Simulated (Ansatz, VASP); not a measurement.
## Cross-check of MgO between VASP and Ansatz

Aim: how closely do two programs agree when they are given the same cell, functional and k mesh? The cell is taken from a series of VASP runs on this material, whose earlier steps may have relaxed, scaled or displaced it; both programs get it as it stands.

Main program and level: Ansatz 0.2.0; plane waves, with VASP 6.6.1 beside it; single point at PBEsol.

### 1. Set-up

It takes space group Fm-3m (No. 225, cubic). The conventional cell has a = 4.210 Å, b = 4.210 Å, c = 4.210 Å, α = 90.00°, β = 90.00°, γ = 90.00°. Mg has 6 O at 2.10 Å nearest. Nearest to O lie 6 Mg at 2.10 Å. Farther neighbours and most contacts between anions are not listed.

Coordinates:

```xyz
4
Lattice="2.9766 0.0000 0.0000 0.0000 2.9766 0.0000 0.0000 0.0000 4.2095" Properties=species:S:1:pos:R:3 pbc="T T T"
Mg    0.0000    0.0000    0.0000
Mg    1.4883    1.4883    2.1048
O     1.4883    1.4883    0.0000
O     0.0000    0.0000    2.1048
```

### 2. VASP: single point, PBEsol

With cell and atoms fixed, the geometry can't cause a difference; cores, projectors, grids and the points listed under the comparison can.

Lines of VASP's logs that name or quote its potential files are left out, and so is its time.

INCAR reads:

```
SYSTEM = MgO
PREC = Accurate
ENCUT = 520
EDIFF = 1E-06
NELM = 100
ISMEAR = 0
SIGMA = 0.02
LREAL = .FALSE.
ALGO = Normal
GGA = PS
NBANDS = 13
LASPH = .TRUE.
LWAVE = .FALSE.
LCHARG = .FALSE.
KPAR = 16
```

POSCAR reads:

```
MgO
1.0
    2.9766057649      0.0000000000      0.0000000000
    0.0000000000      2.9766057649      0.0000000000
    0.0000000000      0.0000000000      4.2095120422
Mg O
2 2
Direct
    0.0000000000      0.0000000000      0.0000000000
    0.5000000000      0.5000000000      0.5000000000
    0.5000000000      0.5000000000      0.0000000000
    0.0000000000      0.0000000000      0.5000000000
```

KPOINTS reads:

```
Automatic mesh
0
Gamma
9 9 6
0 0 0
```

Potentials, in the order of the species: Mg and O (PBE family, release 64).

Started as:

```sh
$ mpirun -np 16 vasp_std
```

Numbers of over 12 decimals in the logs are rounded to 6 here.

Log:

```text
[banner, memory and clock lines left out]
running   16 mpi-ranks, on    1 nodes
 distrk:  each k-point on    1 cores,   16 groups
 distr:  one band on    1 cores,    1 groups

 POSCAR found type information on POSCAR MgO
 POSCAR found :  2 types and       4 ions
|                                                                             |
|           W    W    AA    RRRRR   N    N  II  N    N   GGGG   !!!           |
|           W    W   A  A   R    R  NN   N  II  NN   N  G    G  !!!           |
|           W    W  A    A  R    R  N N  N  II  N N  N  G       !!!           |
|           W WW W  AAAAAA  RRRRR   N  N N  II  N  N N  G  GGG   !            |
|           WW  WW  A    A  R   R   N   NN  II  N   NN  G    G                |
|           W    W  A    A  R    R  N    N  II  N    N   GGGG   !!!           |
|                                                                             |
|     For optimal performance we recommend to set                             |
|       NCORE = 2 up to number-of-cores-per-socket                            |
|     NCORE specifies how many cores store one orbital (NPAR=cpu/NCORE).      |
|     This setting can greatly improve the performance of VASP for DFT.       |
|     The default, NCORE=1 might be grossly inefficient on modern             |
|     multi-core architectures or massively parallel machines. Do your        |
|     Unfortunately you need to use the default for GW and RPA                |
|     calculations (for HF NCORE is supported but not extensively tested      |
|     yet).                                                                   |
|                                                                             |

|                                                                             |
|               ----> ADVICE to this user running VASP <----                  |
|                                                                             |
|     You enforced a specific xc type in the INCAR file but a different       |
|     [... a line on the potential file left out ...]
|     I HOPE YOU KNOW WHAT YOU ARE DOING!                                     |
|                                                                             |

 LDA part: xc-table for (Slater+PW92), standard interpolation
 POSCAR, INCAR and KPOINTS ok, starting setup
 FFT: planning ... GRIDC
 FFT: planning ... GRID_SOFT
 FFT: planning ... GRID
 WAVECAR not read
 entering main loop
       N       E                     dE             d eps       ncg     rms          rms(c)
DAV:   1     0.559825979339E+02    0.55983E+02   -0.82723E+03  1696   0.111E+03
DAV:   2    -0.244203888540E+02   -0.80403E+02   -0.73578E+02  2064   0.224E+02
DAV:   3    -0.277827506665E+02   -0.33624E+01   -0.33473E+01  1935   0.460E+01
DAV:   4    -0.277970237160E+02   -0.14273E-01   -0.14271E-01  1710   0.356E+00
DAV:   5    -0.277970836954E+02   -0.59979E-04   -0.59979E-04  1855   0.229E-01    0.943E+00
DAV:   6    -0.250929836614E+02    0.27041E+01   -0.86878E+00  1625   0.255E+01    0.307E+00
DAV:   7    -0.250524081755E+02    0.40575E-01   -0.13320E-01  1600   0.367E+00    0.187E+00
DAV:   8    -0.250262333123E+02    0.26175E-01   -0.51730E-02  1630   0.308E+00    0.358E-01
DAV:   9    -0.250248655289E+02    0.13678E-02   -0.28242E-03  1875   0.543E-01    0.104E-01
DAV:  10    -0.250249265486E+02   -0.61020E-04   -0.33519E-04  1680   0.158E-01    0.117E-02
DAV:  11    -0.250249270255E+02   -0.47689E-06   -0.17070E-06  1566   0.137E-02
   1 F= -.25024927E+02 E0= -.25024927E+02  d E =-.567078E-12
```

From OUTCAR (step 2):

```text
ion  position               nearest neighbor table
   1  0.000  0.000  0.000-   4 2.10   4 2.10   3 2.10   3 2.10   3 2.10   3 2.10   2 2.98   2 2.98
                             2 2.98   2 2.98   2 2.98   2 2.98   2 2.98   2 2.98
   2  0.500  0.500  0.500-   3 2.10   3 2.10   4 2.10   4 2.10   4 2.10   4 2.10   1 2.98   1 2.98
                             1 2.98   1 2.98   1 2.98   1 2.98   1 2.98   1 2.98
   3  0.500  0.500  0.000-   2 2.10   2 2.10   1 2.10   1 2.10   1 2.10   1 2.10
   4  0.000  0.000  0.500-   1 2.10   1 2.10   2 2.10   2 2.10   2 2.10   2 2.10

  LATTYP: Found a simple tetragonal cell.
 ALAT       =     2.9766057649
 C/A-ratio  =     1.4141987131

 Subroutine GETGRP returns: Found 16 space group operations
 (whereof 16 operations were pure point group operations)

The static configuration has the point symmetry D_4h.

 Found     60 irreducible k-points:

   k-points           NKPTS =     60   k-points in BZ     NKDIM =     60   number of bands    NBANDS=     13

   dimension x,y,z NGX =    24 NGY =   24 NGZ =   32
   dimension x,y,z NGXF=    48 NGYF=   48 NGZF=   64

   ENCUT  =  520.0 eV  38.22 Ry    6.18 a.u.   5.53  5.53  7.83*2*pi/ulx,y,z

   NELECT =      16.0000    total number of electrons

 k-points in reciprocal lattice and weights: Automatic mesh
   0.00000000  0.00000000  0.00000000       0.002
   0.11111111  0.00000000  0.00000000       0.008
   0.22222222  0.00000000  0.00000000       0.008
   0.33333333  0.00000000  0.00000000       0.008
   0.44444444  0.00000000  0.00000000       0.008
   0.11111111  0.11111111  0.00000000       0.008
   0.22222222  0.11111111  0.00000000       0.016
   0.33333333  0.11111111  0.00000000       0.016
   0.44444444  0.11111111  0.00000000       0.016
[...]
0.44444444  0.33333333  0.50000000       0.016
   0.44444444  0.44444444  0.50000000       0.008

 average (electrostatic) potential at core
       1 -34.6503       2 -34.6503       3 -69.5488       4 -69.5488

 E-fermi :   3.1676

 k-point     1 :       0.0000    0.0000    0.0000
  band No.  band energies     occupation
    ...
      4       1.7122      2.00000
      5       1.7122      2.00000
      6       3.0813      2.00000
      7       3.0813      2.00000
      8       3.0813      2.00000
      9       7.7324      0.00000
     10      12.0034      0.00000
     11      12.9766      0.00000
     12      16.0729      0.00000
     13      18.7225      0.00000

 k-point     2 :       0.1111    0.0000    0.0000
  band No.  band energies     occupation
    ...
      4       1.3383      2.00000
      5       1.7547      2.00000
      6       2.5462      2.00000
      7       2.9783      2.00000
      8       3.0436      2.00000
      9       8.2720      0.00000
     10      12.3359      0.00000
     11      13.3845      0.00000
     12      15.9433      0.00000
     13      17.6125      0.00000

 k-point     3 :       0.2222    0.0000    0.0000
  band No.  band energies     occupation
    ...
      4       0.5309      2.00000
      5       1.4610      2.00000
      6       1.8773      2.00000
      7       2.6601      2.00000
      8       2.9330      2.00000
      9       9.4168      0.00000
     10      12.8910      0.00000
     11      14.4938      0.00000
     12      15.5996      0.00000
     13      16.1114      0.00000

  Total       -0.0109220     -0.0109220     -0.0115853      0.0000000      0.0000000     -0.0000000
  in kB       -0.4691786     -0.4691786     -0.4976715      0.0000000      0.0000000     -0.0000000
  external PRESSURE =      -0.4786762 kB  Pullay stress =       0.0000000 kB

  energy-cutoff  :      520.00
  volume of cell :       37.30
      direct lattice vectors                 reciprocal lattice vectors
     2.976605765  0.000000000  0.000000000     0.335953122  0.000000000  0.000000000
     0.000000000  2.976605765  0.000000000     0.000000000  0.335953122  0.000000000
     0.000000000  0.000000000  4.209512042     0.000000000  0.000000000  0.237557225

 POSITION                                       TOTAL-FORCE (eV/Angst)
 -----------------------------------------------------------------------------------
      0.00000      0.00000      0.00000         0.000000      0.000000      0.000000
      1.48830      1.48830      2.10476        -0.000000     -0.000000      0.000000
      1.48830      1.48830      0.00000        -0.000000     -0.000000     -0.000000
      0.00000      0.00000      2.10476         0.000000      0.000000      0.000000
 -----------------------------------------------------------------------------------
    total drift:                                0.000000     -0.000000     -0.000000

  FREE ENERGIE OF THE ION-ELECTRON SYSTEM (eV)
  ---------------------------------------------------
  free  energy   TOTEN  =       -25.0249270255 eV

  energy  without entropy=      -25.0249270255  energy(sigma->0) =      -25.02492703

[... 3 further parts left out ...]
```

The run ends at a pressure of -0.05 GPa.

### 3. Ansatz: single point, PBEsol

Ansatz runs on its default PAW (the set named soft_2) files.

The same cell, functional, mesh and smearing now go to Ansatz, which takes its cutoff from its data sets.

input.yaml reads:

```yaml
crystal:
  lattice:
    - [2.9766057649, 0.0, 0.0]
    - [0.0, 2.9766057649, 0.0]
    - [0.0, 0.0, 4.2095120422]
  atoms:
    - { symbol: Mg, position: [0.0, 0.0, 0.0] }
    - { symbol: Mg, position: [0.5, 0.5, 0.5] }
    - { symbol: O, position: [0.5, 0.5, 0.0] }
    - { symbol: O, position: [0.0, 0.0, 0.5] }
hamiltonian:
  xc: pbesol
  pseudopotentials: { kind: paw }
kpoints:
  mp_grid: { grid: [9, 9, 6] }
scf:
  occupations: { method: gaussian, width: 0.02 }
  n_extra_bands: 5
output:
  forces: true
  stress: true
  eigenvalues: true
  write_density: true
  write_potential: true
  elf: true
  volumetric_format: npy
```

Started as:

```sh
$ ansatz run input.yaml --threads 8 --pin off --max-ram 18432MiB --backend cpu --events-out ev --progress --plain --runs-dir out
```

Log:

```text
scf.n_extra_bands = 5 over 16 filled bands (N_el = 32.0): the run solves 21 bands
Engine: ansatz 0.2.0, aarch64-unknown-linux-gnu
Pseudopotentials: kind: paw
Pseudopotential: Mg, paw, valence charge 10, recommended cutoff 420 eV (normal), Mg.paw.azcp
Pseudopotential: O, paw, valence charge 6, recommended cutoff 420 eV (normal), O.paw.azcp
Functional definition: PBEsol
  exchange = pbesol_x
  correlation = pbesol_c
Crystal: 4 atoms, lattice volume = 37.297 Å³
Basis set: ecut = 420 eV, 699 PW (Γ), exchange–correlation on 40×40×60 points (8 copies of the dense FFT grid, shifted against one another)
Bands: 21, of which v1, the nominal top of the filled ones, is band 16 counted from 1 (15 counted from 0)
Symmetry: 32 space group operations
Space group: I4/mmm (ITA 139), of the structure as read, at distance tolerance 1.7e-5 Å
k-points: 60 of 486
Non-local potential: Mg, projectors of the file, l = 0: 3, l = 1: 2, l = 2: 1
Non-local potential: O, projectors of the file, l = 0: 2, l = 1: 2, l = 2: 1
PAW form: soft (Blöchl's): semilocal exchange-correlation on the pseudo side does not see the compensation charge
PAW frozen core: Mg, regenerated for the run's functional, and the local potential with it (the file was generated under x = pbe(κ = 0.804, μ = 0.219515), c = pbe(β = 0.066725))
PAW frozen core: O, regenerated for the run's functional, and the local potential with it (the file was generated under x = pbe(κ = 0.804, μ = 0.219515), c = pbe(β = 0.066725))
PAW one-centre angular grid: Mg, 110 points (default); XC on 64 Gauss nodes
PAW one-centre angular grid: O, 110 points (default); XC on 64 Gauss nodes
Initial density: superposition of atomic densities (neutral atoms: chi_scale 0, normalization atom), corrected by the library's trained network
Initial wavefunctions: pseudopotential atomic-orbital guess
Functional: x = pbesol(κ = 0.804, μ = 0.123457), c = pbesol(β = 0.046)
SCF iter   1: F=—  HF=-4951.761089 eV  |F-HF|=—  |Δ(HF+E_count)|=         —  Δρ=1.46e-2  dr2=6.36e-2  ethr=1.77e-3  ⟨swp⟩=5.9  Hψ=5758  notcnv=0
preconditioner: auto → none  [insulator: Δε(μ)=4.526 eV  Ē_g=16.304 eV  σ=0.020 eV  W_gap=1.00  n_scr=14 (ndim 8)  ℏωp=24.3 eV  f_vac=0.000  D(μ)=0.00/eV (n_scr^D=0)  ε∞_Penn≈3.2]
SCF iter   2: F=—  HF=-4951.743761 eV  |F-HF|=—  |Δ(HF+E_count)|=   1.73e-2  Δρ=3.25e-3  dr2=3.84e-3  ethr=1.99e-4  ⟨swp⟩=2.1  Hψ=2179  notcnv=0  defer=55
SCF iter   3: F=—  HF=-4951.742797 eV  |F-HF|=—  |Δ(HF+E_count)|=   9.65e-4  Δρ=6.69e-4  dr2=8.83e-5  ethr=1.20e-5  ⟨swp⟩=2.0  Hψ=1873  notcnv=0  defer=60
SCF iter   4: F=—  HF=-4951.742556 eV  |F-HF|=—  |Δ(HF+E_count)|=   2.41e-4  Δρ=1.38e-4  dr2=2.80e-6  ethr=2.76e-7  ⟨swp⟩=2.7  Hψ=2065  notcnv=0  defer=60
SCF iter   5: F=—  HF=-4951.742553 eV  |F-HF|=—  |Δ(HF+E_count)|=   2.34e-6  Δρ=2.92e-5  dr2=1.04e-7  ethr=8.75e-9  ⟨swp⟩=2.1  Hψ=1786  notcnv=0  defer=60
SCF iter   6: F=-4951.742553 eV  HF=-4951.742553 eV  |F-HF|=4.20e-9  |Δ(HF+E_count)|=   6.36e-8  Δρ=4.84e-6  dr2=4.88e-9  ethr=3.13e-10  ⟨swp⟩=11.2  Hψ=8295  notcnv=0
SCF 1 converged in 6 iterations: F = -4951.742553 eV  dr2 = 4.88e-9
  greatest PAW one-centre occupation: 1.000 electrons in one spin orbital (limit 2), on the Mg atom at site 1 (counted from 0), in its partial waves of l = 0
SCF converged after 6 iterations
Free energy (F): -4951.742553 eV
Harris-Foulkes:  -4951.742553 eV  (|F-HF|=4.20e-9)
Internal energy: -4951.742553 eV  (E = F + TS)
E sigma→0 (E₀):  -4951.742553 eV
Fermi energy:    10.361478 eV
--- Per-component energies (eV) ---
  E_band       = -583.483172
  E_kinetic    = 510.076979
  E_local      = -3199.689928  (includes V_loc(G=0)·N_el)
  E_nonlocal   = 287.502977
  E_hartree    = 1104.483063
  E_xc         = -207.865031
  E_vxc        = -267.840179  (∫ρ·V_xc dr)
  E_paw        = -866.166528  (= ΣΔE_a)
  E_vpaw       = -122.501332  (= ΣTr[D̂ρ^β])
  E_aug_tail   = 0.005031  (compensation charges beyond the density's cutoff)
  E_ewald      = -2580.277417
  E_core_change = 0.188300  (= ΣΔE_core)
  E_smearing   = -0.000000  (= −TS)
  E_closure    = -0.000000  (closes the sum)
  Σ components = -4951.742553   (vs F -4951.742553, Δ=0.00e0)
--- Forces (eV/Å), atoms counted from 1 ---
  atom   1  Mg     0.00000000     0.00000000     0.00000000
  atom   2  Mg     0.00000000    -0.00000000     0.00000000
  atom   3  O      0.00000000     0.00000000     0.00000000
  atom   4  O      0.00000000     0.00000000     0.00000000
  max |Σ_I F_I| component: 2.03e-29 eV/Å
--- Stress (GPa, compression-positive) ---
        0.515521      -0.000000       0.000000
       -0.000000       0.515521       0.000000
        0.000000       0.000000       0.519556
  P = ⅓ Tr σ = 0.5169 GPa (5.169 kbar)
--- Band table (eV; the first three rows and the last of 60) ---
  k-point 0: bands = [... 12 lower, 6.6763, 8.0358, 8.0358, 8.0358, 12.6871, 16.9939, 17.9270, 21.0223, ... 1 higher]
  k-point 1: bands = [... 12 lower, 6.7528, 7.5004, 7.9263, 7.9263, 13.2957, 17.2227, 17.8535, 21.0926, ... 1 higher]
  k-point 2: bands = [... 12 lower, 6.9709, 6.9709, 7.6440, 7.6440, 14.6015, 17.2521, 17.9073, 20.5902, ... 1 higher]
  k-point 59: bands = [... 12 lower, 5.1009, 5.1009, 6.4145, 6.4145, 19.3274, 19.3274, 19.5733, 19.5733, ... 1 higher]
```

Wall time 1.1 s (8 threads of Arm Neoverse N1, shared host); peak memory 0.34 GiB.

The run ends at a pressure of 0.52 GPa.

### 4. Differences

Known differences besides the potentials themselves: the data sets hold 32 valence electrons in Ansatz (default PAW (the set named soft_2) files) and 16 in VASP; the cutoff is 420 eV in Ansatz and 520 eV in VASP; Ansatz makes its cores anew for this functional, VASP keeps those of its PBE data sets. Total energies have different zeros and are not compared.

Both answers:

```
                                        quantity  Ansatz   VASP  difference
                                  pressure (GPa)    0.52  -0.05       +0.56
pressure without Ansatz's Pulay correction (GPa)   -0.15  -0.05       -0.10
                          gap on the k mesh (eV)   4.651  4.651       0.000
```

A gap on the mesh is an upper bound, since the band edges may lie between its points. Ansatz's pressure holds a Pulay correction of 0.66 GPa; VASP's holds none.

### 5. Outcome

| Item | Value |
| --- | --- |
| difference in gap on the k mesh (single point, PBEsol) | 1.5e-4 eV |
| difference in pressure (single point, PBEsol) | 0.56 GPa |

In words: The difference in pressure is 0.56 GPa (single point, PBEsol), within the 1 GPa picked in this series as the mark of a large difference. How closely two codes agree says nothing of how well the functional describes the real material.

[Lines on the potential files, build, host, timing and source positions are cut from VASP's logs without a mark.]

[Logs are printed without paths, hosts, clocks, repeated set-up lines and the standing remarks that a program may print on its own settings, such as how far it seeks lower states.]

[Hosts, paths, dates, database ids (printed as entryN), source tags and the programs' standing remarks are cut or masked in the printed files.]
